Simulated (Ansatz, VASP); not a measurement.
# One calculation of CaO, two programs

```
CELL_PARAMETERS angstrom
0.00000 2.31483 2.44355
2.31483 0.00000 2.44355
2.31483 2.31483 0.00000
ATOMIC_POSITIONS crystal
Ca 0.00000 0.00000 0.00000
O 0.50000 0.50000 0.50000
```

Change from the starting cell: epitaxial_xy strain -3.5%.

Alike in both runs: task single point; functional r2SCAN; k mesh 10 × 10 × 10; no spin polarisation.

```csv
,VASP,Ansatz
version,VASP 6.6.1,Ansatz 0.2.0
potentials or method,"VASP PAW PBE potentials, release 64 (Ca_sv, O)","plane waves, PAW"
plane-wave cutoff (eV),520,500
occupations,"gaussian, width 0.01 eV",fixed
valence electrons in the cell,16,16
```

```csv
,VASP,Ansatz,Ansatz less VASP
gap on the k mesh at the Fermi level (eV),4.07,4.08,+0.018
pressure (GPa),9.0,7.5,-1.42
largest component of the traceless stress (GPa),8.06,7.56,-0.500
```

Caveats: the PAW data sets were made with another functional, which shifts forces and pressure a little (VASP). A k mesh can miss the band edges.
